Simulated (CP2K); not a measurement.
Crystal: Pb.

```
Pb
1.0
     3.48000    0.00000    0.00000
    -1.74000    3.01377    0.00000
     0.00000    0.00000    5.59000
Pb
2
Direct
  0.66667 0.33333 0.75000
  0.33333 0.66667 0.25000
```

This isn't the form of Pb at room conditions, which is fcc.

Base run:

| Property | Result |
| --- | --- |
| Program | CP2K 2026.2 |
| Functional | PBE |
| Potentials or basis | POTENTIAL_UZH Pb GTH-PBE0-q4; DZVP-MOLOPT-SR-GTH basis |
| Density cutoff | 6123 eV |
| k mesh | 9 × 9 × 5 |
| Occupations | fermi-dirac, width 0.05 eV |
| Spin | no spin polarisation |

Its results: band gap on the k mesh none (metal or under the smearing width); pressure 5.3 GPa.

Task: The run is repeated on the same cell with these changes: potentials or basis from POTENTIAL_UZH Pb GTH-PBE0-q4; DZVP-MOLOPT-SR-GTH basis to GTH_POTENTIALS Pb GTH-BLYP-q4; DZVP-MOLOPT-SR-GTH basis; potentials from Pb GTH-PBE0-q4 of POTENTIAL_UZH to Pb GTH-BLYP-q4 of GTH_POTENTIALS. What comes out?

Result: Band gap on the k mesh none (metal or under the smearing width); pressure 2.4 GPa.

Caveats: the basis of atomic orbitals isn't converged, which shifts pressures, moduli and gaps; the potentials were made for another functional, which shifts forces and pressure (some runs).
